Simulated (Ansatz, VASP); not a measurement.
# Two plane-wave programs on InPd

INCAR

```
  PREC = Accurate
  ENCUT = 600
  EDIFF = 1E-6
  ISMEAR = -1
  SIGMA = 0.05
  LREAL = F
  LASPH = T
  NELM = 80
  ALGO = Normal
  ISIF = 3
  LWAVE = F
  LCHARG = F
  GGA = RP
  IBRION = 2
  NSW = 60
  EDIFFG = -0.01
```

Contents of KPOINTS:

```
Automatic mesh
0
Gamma
  8 8 8
```

Contents of POSCAR:

```
InPd
1.0
    3.2718847800      0.0000000000      0.0000000000
    0.0000000000      3.2718847800      0.0000000000
    0.0000000000      0.0000000000      3.2718847800
In Pd
1 1
Direct
    0.0000000000      0.0000000000      0.0000000000
    0.5000000000      0.5000000000      0.5000000000
```

input.yaml

```yaml
crystal:
  lattice:
    - [3.27188478, 0.0, 0.0]
    - [0.0, 3.27188478, 0.0]
    - [0.0, 0.0, 3.27188478]
  atoms:
    - { symbol: In, position: [0.0, 0.0, 0.0] }
    - { symbol: Pd, position: [0.5, 0.5, 0.5] }
hamiltonian:
  xc: rpbe
  pseudopotentials: { kind: paw }
kpoints:
  mp_grid: { grid: [8, 8, 8] }
scf:
  occupations: { method: fermi_dirac, width: 0.05 }
output:
  forces: true
  stress: true
  eigenvalues: true
relax:
  f_tol: 0.01
  max_steps: 40
  cell: { stress_tol: 0.05 }
```

The cell comes from a database or a generator and needn't be the stable form of this composition.

Alike in both runs: task relaxation of cell and atoms; functional RPBE; k mesh 8 × 8 × 8; occupations fermi-dirac, width 0.05 eV; no spin polarisation.

|  | VASP | Ansatz |
| --- | --- | --- |
| version | VASP 6.6.1 | Ansatz 0.2.0 |
| potentials or method | VASP PAW PBE potentials, release 64 (In_d, Pd) | Ansatz PAW |
| plane-wave cutoff (eV) | 600 | 420 |
| valence electrons in the cell | 23 | 31 |

```csv
,VASP,Ansatz,Ansatz less VASP
"gap on the k mesh at the Fermi level, each at its own relaxed structure (eV)",none,none,-
relaxed volume (Å³/atom),18.59,18.59,-0.005
relaxed cell length with the largest relative difference (Å),3.338,3.338,-0.0003
energy change over the relaxation (meV/atom),-22,-22,+0.2
```

A gap of «none» marks a metal or a gap that the smearing closes. The two sets of potentials don't hold the same shells in valence.

Caveats: the PAW data sets were made with another functional, which shifts forces and pressure a little (VASP); the plane-wave basis is chosen anew once the cell has moved, so the energies of steps on either side of that aren't comparable (Ansatz); the PAW data sets come from PBE, with cores solved anew for the run's functional, which leaves a small shift of forces and pressure (Ansatz).
